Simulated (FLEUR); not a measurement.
**InP: equation of state with LDA**

**Experimental background.**

From a printed reference work, data compilation, for a bulk crystal of InP: bulk modulus 71 GPa.

Crystal: InP.

```xyz
2
Lattice="0.0000 2.9305 2.9305 2.9305 0.0000 2.9305 2.9305 2.9305 0.0000" Properties=species:S:1:pos:R:3 pbc="T T T"
In    0.0000    0.0000    0.0000
P     4.3957    4.3957    4.3957
```

| Property | Result |
| --- | --- |
| Program | FLEUR MaX-R8.1 (later development tree) |
| Task | equation of state |
| Functional | LDA |
| Potentials or basis | all-electron |
| Basis | FLAPW |
| Kmax | 5 1/bohr |
| k mesh | 8 × 8 × 8 |
| Occupations | fermi-dirac, width 0.05 eV |
| Spin | no spin polarisation |
| Gmax | 15.5 1/bohr |
| Muffin-tin radii | In 2.35, P 1.96 bohr |
| lmax | In 10, P 8 |
| lnonsphr | In 10, P 8 |
| Local orbitals a species | In 5, P 4 |

```
Equilibrium volume                      : 24.71 Å³/atom
Bulk modulus                            : 71 GPa
Pressure derivative of the bulk modulus : 4.7 (rough: it moves with the points fitted)
```

Energy against volume, from the lowest point:
```
volume (Å³/atom)  energy (meV/atom)
          23.657               9.19
          24.160               1.12
          25.167               0.00
          26.173              15.41
          26.677              28.19
```

A measured bulk modulus of InP is 71 GPa (a printed reference work, data compilation); the calculated 71 GPa misses it by +0.5 %. The fit is for a static lattice scaled at fixed shape and fixed fractional positions.

LDA usually gives volumes a few per cent too small.
